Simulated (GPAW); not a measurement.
Wanted: an ASE script for a GPAW 26.7.0 run.

- Task: single point
- Functional: vdW-DF2
- Potentials or basis: GPAW PAW data sets (gpaw-data 1.2.1)
- Cutoff: 600 eV
- Basis: pw
- k mesh: 9 × 9 × 9
- Occupations: fermi-dirac, width 0.05 eV
- Spin: no spin polarisation
- Maxiter: 150

The structure of Hf lies in POSCAR:

```
Hf
1.0
    2.9138100000      0.0000000000      0.0000000000
    0.0000000000      2.9138100000      0.0000000000
    0.0000000000      0.0000000000      2.9138100000
Hf
1
Direct
    0.5000000000      0.5000000000      0.5000000000
```

The cell was built by a generator and needn't be a form met in nature.

The input as run:

run.py

```python
from ase.dft.bandgap import bandgap
from ase.io import read, write
from gpaw import GPAW, PW

atoms = read('POSCAR')

calc = GPAW(mode=PW(600),
            xc={'name': 'vdW-DF2', 'backend': 'libvdwxc'},
            kpts={'size': (9, 9, 9), 'gamma': True},
            occupations={'name': 'fermi-dirac', 'width': 0.05},
            nbands=14,
            convergence={'density': 1e-05, 'energy': 1e-05},
            maxiter=150,
            txt='gpaw.txt')
atoms.calc = calc
energy = atoms.get_potential_energy()
forces = atoms.get_forces()
calc.write('gs.gpw')
write('result.traj', atoms)
print(f'Energy: {energy:.6f} eV')
print('Forces (eV/A):')
print(forces.round(4))
print('Fermi level:', round(calc.get_fermi_level(), 4), 'eV')
print(f'Gap: {bandgap(calc)[0]:.4f} eV, direct: {bandgap(calc, direct=True)[0]:.4f} eV')
```

Potentials or basis: GPAW PAW data sets (gpaw-data 1.2.1), pw.

The run is started by

```sh
$ OMP_NUM_THREADS=1 python run.py
```

It gave:

```yaml
Band_gap_on_the_k_mesh: none (metal or under the smearing width)
```

Caveat: the PAW data sets were made with another functional, which shifts forces and pressure a little.

It took 7.3 s on 1 thread of Arm Neoverse V2 (shared host), peak memory 0.14 GiB.
